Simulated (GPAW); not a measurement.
Crystal: WS2 (Tungstenite).

```
W S
1.0
     3.18000    0.00000    0.00000
    -1.59000    2.75396    0.00000
     0.00000    0.00000   12.50000
W S
2 4
Direct
  0.66667 0.33333 0.75000
  0.33333 0.66667 0.25000
  0.66667 0.33333 0.37500
  0.33333 0.66667 0.87500
  0.66667 0.33333 0.12500
  0.33333 0.66667 0.62500
```

```yaml
Program: GPAW 26.7.0
Task: relaxation of cell and atoms
Functional: BLYP
Dispersion: D4
Potentials_or_basis: PAW data sets generated in the run's folder for this functional
Cutoff: 600 eV
Basis: pw
k_mesh: 6 × 6 × 2
Occupations: fermi-dirac, width 0.05 eV
Spin: no spin polarisation
```

At the start: pressure 1.4 GPa; volume 18.24 Å³/atom.

Q: Where does the relaxation end?

A: Over 11 steps the energy falls by 11.8 meV/atom and the volume is 17.55 Å³/atom (-3.8 %); space group P6_3/mmc (No. 194, to 0.05 Å).

The path:
```
step  energy change (eV)  largest force (eV/Å)  pressure (GPa)  volume (Å³)
   1              0.0000                0.4632            1.44       109.47
   2             -0.0112                0.3093            0.59       109.60
   3             -0.0216                0.0259           -0.96       109.77
   4             -0.0235                0.0085           -1.15       109.71
   5             -0.0395                0.2089           -2.11       108.77
   6             -0.0538                0.2907           -2.28       107.40
   7             -0.0655                0.2203           -1.45       105.86
   8             -0.0700                0.0614           -0.49       105.46
   9             -0.0705                0.0068           -0.13       105.49
  10             -0.0705                0.0072           -0.12       105.48
  11             -0.0705                0.0009            0.01       105.32
```

Final structure:
```cif
data_structure
_symmetry_space_group_name_H-M 'P 1'
_symmetry_Int_Tables_number 1
_cell_length_a 3.1889
_cell_length_b 3.1889
_cell_length_c 11.9588
_cell_angle_alpha 90.000
_cell_angle_beta 90.000
_cell_angle_gamma 120.000
_cell_volume 105.32
loop_
_atom_site_label
_atom_site_type_symbol
_atom_site_fract_x
_atom_site_fract_y
_atom_site_fract_z
_atom_site_occupancy
W1 W 0.66667 0.33333 0.75000 1
W2 W 0.33333 0.66667 0.25000 1
S1 S 0.66667 0.33333 0.38161 1
S2 S 0.33333 0.66667 0.88161 1
S3 S 0.66667 0.33333 0.11839 1
S4 S 0.33333 0.66667 0.61839 1
```

Caveat: the k mesh is coarse; later steps reuse the first step's grids.
